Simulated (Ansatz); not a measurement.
# Mg2Si (Fm-3m): a single-point run

The task is a single-point run on Mg2Si (Fm-3m). The structure is shown as the input types it.

Computed with Ansatz 0.2.0 (DFT r2SCAN, scalar-relativistic, plane waves, PAW, unless a step's input says otherwise).

2 further runs of the same task are left out: 2 set aside as unsound or not needed.

**1. Starting point**

Symmetry: Fm-3m, No. 225, cubic system. The conventional cell has a = 6.338 Å, b = 6.338 Å, c = 6.338 Å, α = 90.00°, β = 90.00°, γ = 90.00°. Around Mg (site symmetry -43m) lie 4 Si at 2.74 Å. Si (site symmetry m-3m) has 8 Mg at 2.74 Å as nearest neighbours.

Structure file:

```
CELL_PARAMETERS angstrom
0.00000 3.16906 3.16906
3.16906 0.00000 3.16906
3.16906 3.16906 0.00000
ATOMIC_POSITIONS crystal
Mg 0.25000 0.25000 0.25000
Mg 0.75000 0.75000 0.75000
Si 0.00000 0.00000 0.00000
```

**2. The calculation**

input.yaml

```yaml
crystal:
  lattice:
    - [0.0, 3.1690589403, 3.1690589403]
    - [3.1690589403, 0.0, 3.1690589403]
    - [3.1690589403, 3.1690589403, 0.0]
  atoms:
    - { symbol: Mg, position: [0.25, 0.25, 0.25] }
    - { symbol: Mg, position: [0.75, 0.75, 0.75] }
    - { symbol: Si, position: [0.0, 0.0, 0.0] }
basis:
  ecutwfc: 500
  ecutrho_ratio: 4
kpoints:
  mp_grid: { grid: [10, 10, 10] }
hamiltonian:
  xc: r2scan
scf:
  occupations: { method: fixed }
  max_iter: 50
output:
  forces: true
  stress: true
```

Run with:

```bash
> ansatz run input.yaml --threads 4 --pin off --max-ram 7168MiB --backend cpu --events-out ev --progress --plain --runs-dir out
```

**Question.** How will this run end, and is anything wrong with its input?

This run ends as converged. Convergence says nothing about whether the input makes sense.

Fixed occupations are right only where a gap separates filled from empty bands at every k-point. This system has one (0.45 eV on the mesh), so they are sound here.

The occupations need no remedy; a run with other occupations serves as a check.
